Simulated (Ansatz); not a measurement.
Structure relaxation of Sb

Computed with DFT PBE, scalar-relativistic, plane waves, PAW in Ansatz. Cutoff 420 eV, Γ-centred k mesh, Gaussian smearing, no spin polarisation in the final step.

Sb was placed on the lonsdaleite structure type (P6_3/mmc, No. 194), at a guessed volume.

```
CELL_PARAMETERS angstrom
4.39960 0.00000 0.00000
-2.19980 3.81017 0.00000
0.00000 0.00000 7.25934
ATOMIC_POSITIONS crystal
Sb 0.33333 0.66667 0.43750
Sb 0.66667 0.33333 0.93750
Sb 0.66667 0.33333 0.56250
Sb 0.33333 0.66667 0.06250
```

Cell and atoms relax at zero pressure; the relaxation can't lower the symmetry of the start. After a coarse first stage the cell is made exact in the group found at 0.06 Å.

Energies count from the standard state of Sb at the same level.

Problem. What does it relax into?

Solution. It keeps P6_3/mmc (No. 194), but not the shape of the type it started on. Conventional cell: a = 5.266 Å, c = 6.562 Å. Around Sb lie 4 Sb at 2.90–3.06 Å and 1 Sb at 3.66 Å.

```
Sb
1.0
     5.26644    0.00000    0.00000
    -2.63322    4.56087    0.00000
     0.00000    0.00000    6.56236
Sb
4
Direct
  0.33333 0.66667 0.47083
  0.66667 0.33333 0.97083
  0.66667 0.33333 0.52917
  0.33333 0.66667 0.02917
```

Problem. What are its volume, energy, density and gap?

Solution. The volume per atom is 39.41 Å³. The density is 5.13 g/cm³ and the energy over the standard structure is 0.15 eV/atom. The gap on the 12×12×8 mesh is 0 eV (a metal).

The final run used a 12×12×8 mesh on its 4-atom cell and 0.10 eV smearing. The k mesh leaves about 4 meV/atom of noise in metals. Spin–orbit coupling is left out. A structure relaxed within its symmetry needn't be a true minimum. The steps took roughly 2.8 core-minutes in all.